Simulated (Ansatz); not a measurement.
**Ansatz 0.2.0, settings compared: TiO2**

The command:

```bash
ansatz run input.yaml --threads 1 --pin off --max-ram 2560MiB --backend cpu --events-out ev --progress --plain --runs-dir out
```

The input file (Ansatz 0.2.0, plane waves):

```yaml
crystal:
  lattice:
    - [-1.8293739, 1.84463969, 4.66571791]
    - [1.85195274, -1.86616165, 4.68324693]
    - [1.8528597, 1.88964745, -4.67427238]
  atoms:
    - { symbol: Ti, position: [0.00477071, 0.01631447, 0.99689976] }
    - { symbol: Ti, position: [0.75300329, 0.26008561, 0.5208978] }
    - { symbol: O, position: [0.19875158, 0.1923655, 0.03269191] }
    - { symbol: O, position: [0.90216182, 0.43560219, 0.49684895] }
    - { symbol: O, position: [0.55706991, 0.0633486, 0.47162565] }
    - { symbol: O, position: [0.84128778, 0.83998154, 0.04246963] }
kpoints:
  mp_grid: { grid: [5, 5, 7], shift: [0.0, 0.5, 0.0] }
magnetization:
  spin_polarized: true
scf:
  occupations: { method: gaussian, width: 0.0318 }
hamiltonian:
  pseudopotentials: { kind: paw }
  xc: pbe
basis:
  ecutwfc: 420
output:
  forces: true
  stress: true
  eigenvalues: true
```

Origin of the cell: a strained cell with displaced atoms, so it need not be a known compound.

Output of this run (shortened):

```
SCF iter   1: F=—  HF=-7272.903543 eV  Δρ=5.44e-2  dr2=7.55e0  dr2_m=0.00e0  M=0.000 μB ∫|m|=0.000 μB  defer=1
SCF iter   2: F=—  HF=-7270.855219 eV  Δρ=2.62e-2  dr2=1.61e0  dr2_m=0.00e0  M=0.000 μB ∫|m|=0.000 μB  defer=204
SCF iter   3: F=—  HF=-7269.848486 eV  Δρ=2.07e-2  dr2=3.42e-1  dr2_m=9.35e-2  M=0.575 μB ∫|m|=0.575 μB  defer=204
SCF iter   4: F=—  HF=-7270.521197 eV  Δρ=1.97e-2  dr2=6.11e-1  dr2_m=7.65e-2  M=0.000 μB ∫|m|=0.076 μB  defer=257
SCF iter   5: F=—  HF=-7270.509515 eV  Δρ=1.50e-2  dr2=2.57e-1  dr2_m=3.34e-2  M=0.000 μB ∫|m|=0.062 μB  defer=398
[… 7 lines left out …]
SCF iter  13: F=—  HF=-7270.516605 eV  Δρ=1.67e-5  dr2=4.33e-7  dr2_m=0.00e0  M=0.000 μB ∫|m|=0.000 μB  defer=199
SCF iter  14: F=-7270.516605 eV  HF=-7270.516605 eV  Δρ=4.76e-6  dr2=2.52e-8  dr2_m=0.00e0  M=0.000 μB ∫|m|=0.000 μB
SCF iter  15: F=-7270.516605 eV  HF=-7270.516605 eV  Δρ=2.94e-6  dr2=2.05e-8  dr2_m=0.00e0  M=0.000 μB ∫|m|=0.000 μB
SCF iter  16: F=-7270.516605 eV  HF=-7270.516605 eV  Δρ=8.98e-6  dr2=2.11e-7  dr2_m=0.00e0  M=0.000 μB ∫|m|=0.000 μB  κ⁻¹=1.0e0(r=1)
SCF iter  17: F=-7270.516605 eV  HF=-7270.516605 eV  Δρ=1.14e-6  dr2=3.47e-9  dr2_m=0.00e0  M=0.000 μB ∫|m|=0.000 μB
SCF 1 converged in 17 iterations: F = -7270.516605 eV  dr2 = 3.47e-9
SCF converged after 17 iterations
an eigenvalue changed by more than its tolerance at an iteration that met the thresholds in force, so the SCF went on 2 times, its first undamped step at iteration 15: the last check found none over its tolerance
Magnetization: 0.0000 μB (24.0000 up, 24.0000 down)
Absolute magnetization: 0.0000 μB (∫|ρ↑−ρ↓|)
Spin contamination: 0.0000 ħ² per cell (⟨S²⟩ above its minimum at these occupations)
Per-site moments (μB) at R_I (Å): [(0.0, 0.645852), (0.0, 0.664348), (0.0, 0.645852), (0.0, 0.673728), (0.0, 0.664348), (0.0, 0.744999)]
Free energy (F): -7270.516605 eV
Harris-Foulkes:  -7270.516605 eV  (|F-HF|=3.25e-9)
Internal energy: -7270.516605 eV  (E = F + TS)
E sigma→0 (E₀):  -7270.516605 eV
Fermi energy:    10.181143 eV
--- Per-component energies (eV) ---
  E_band       = -412.517888
  E_kinetic    = 1284.630438
  E_local      = -3908.924167  (includes V_loc(G=0)·N_el)
  E_nonlocal   = 203.061428
  E_hartree    = 1563.525755
  E_xc         = -499.142202
  E_vxc        = -632.658892  (∫ρ·V_xc dr)
  E_paw        = -2729.609444  (= ΣΔE_a)
  E_vpaw       = -485.688519  (= ΣTr[D̂ρ^β])
  E_aug_tail   = 0.010397  (compensation charges beyond the density's cutoff)
  E_ewald      = -3184.068809
  E_smearing   = -0.000000  (= −TS)
  Σ components = -7270.516605   (vs F -7270.516605, Δ=0.00e0)
[… 2 lines left out …]
  atom   2  Ti     1.018341     2.212535     2.458785
  atom   3  O      0.826253    -2.144490    14.257145
  atom   4  O     -0.032989    -1.355520    14.229838
  atom   5  O     -0.996181     2.182485   -13.945876
  atom   6  O     -0.394479     1.037960    -7.595215
  max |Σ_I F_I| component: 3.91e-5 eV/Å
--- Stress (GPa, compression-positive) ---
       18.154389      -0.603630       4.631383
       -0.603630      37.234126      -4.451102
        4.631383      -4.451103     160.630253
  P = ⅓ Tr σ = 72.0063 GPa (720.063 kbar)
```

The same input was run again with these changes:

1. `scf.convergence.dr2_threshold` default → 1.0e-06; `hamiltonian.xc` pbe → r2scan; `hamiltonian.hubbard` default → { sites: [{ species: Ti, l: d, u_eff: 6.0 }], double_counting: fll }
2. `scf.n_extra_bands` default → 2
3. `scf.occupations.width` 0.0318 → default; `scf.occupations.method` gaussian → tetrahedron; `kpoints.mp_grid.grid` [5, 5, 7] → [2, 2, 4]
4. `kpoints.mp_grid.grid` [5, 5, 7] → [4, 4, 6]

```
 run        end  SCF iterations  P (GPa)  max force component (eV/Å)  moment (μB)  ΔE(σ→0) (meV/atom)
base  converged              17    72.01                      14.257         0.00                   0
   1  converged              13    75.38                      14.971         0.00                   –
   2  converged              14    72.01                      14.257         0.00                0.00
   3  converged              14    71.97                      14.273         0.00               -0.67
   4  converged              14    72.01                      14.257         0.00               -0.01
```

Energies are compared only where functional, datasets, charge and starting cell are the same.

Caveats of the base run: spin is on but no moment was typed; the given cell is far from equilibrium, with atoms too close or a volume far off.

Run 1: the SCF threshold is loose for forces; the cutoff lies below the datasets' advice.
Run 3: forces and stress under tetrahedra may miss the slope of the energy.

Time of the base run: 44 s on 1 thread of Intel(R) Xeon(R) Platinum 8259CL CPU @ 2.50GHz (Skylake/Cascade Lake), on a shared host, peak memory 0.57 GiB, from the program's own first density.
